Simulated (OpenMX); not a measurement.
Input of an OpenMX 3.8.5 run:

The input CuAu.dat:

```
System.CurrrentDirectory             ./
System.Name                          CuAu
DATA.PATH                            ./DFT_DATA13
level.of.stdout                      1
level.of.fileout                     0
Species.Number                       2
<Definition.of.Atomic.Species
  Au  Au7.0-s3p2d2f1         Au_PBE13
  Cu  Cu6.0H-s3p2d2          Cu_PBE13H
Definition.of.Atomic.Species>

Atoms.Number                         2
Atoms.SpeciesAndCoordinates.Unit     FRAC
<Atoms.SpeciesAndCoordinates
    1  Au    0.0000000000    0.0000000000    0.0000000000   8.500  8.500
    2  Cu    0.5000000000    0.5000000000    0.5000000000   9.500  9.500
Atoms.SpeciesAndCoordinates>

Atoms.UnitVectors.Unit               Ang
<Atoms.UnitVectors
     1.4430568479    0.8331492596    4.2561707609
    -1.4430568479    0.8331492596    4.2561707609
     0.0000000000   -1.6662985192    4.2561707609
Atoms.UnitVectors>

scf.XcType                           GGA-PBE
scf.SpinPolarization                 off
scf.ElectronicTemperature            580.226
scf.energycutoff                     500.0
scf.maxIter                          100
scf.EigenvalueSolver                 band
scf.Kgrid                            11 11 11
scf.Mixing.Type                      rmm-diisk
scf.Init.Mixing.Weight               0.05
scf.Min.Mixing.Weight                0.001
scf.Max.Mixing.Weight                0.3
scf.Mixing.History                   25
scf.Mixing.StartPulay                8
scf.criterion                        1.0e-8
scf.stress.tensor                    on
MD.Type                              nomd
```

Potentials or basis: OpenMX 2013 PBE set, Au7.0-s3p2d2f1, Cu6.0H-s3p2d2, grid cutoff 500 Ry.

Launch:

```console
$ openmx CuAu.dat -nt 1 > CuAu.std
```

Task: Estimate the pressure.

Result: 6.0 GPa.

Task: What does it give for the band gap on the k mesh?

Result: None (metal or under the smearing width).

Caveat: the basis of atomic orbitals isn't converged, which shifts pressures, moduli and gaps. Spin-orbit coupling is left out, which matters for the levels of Au.
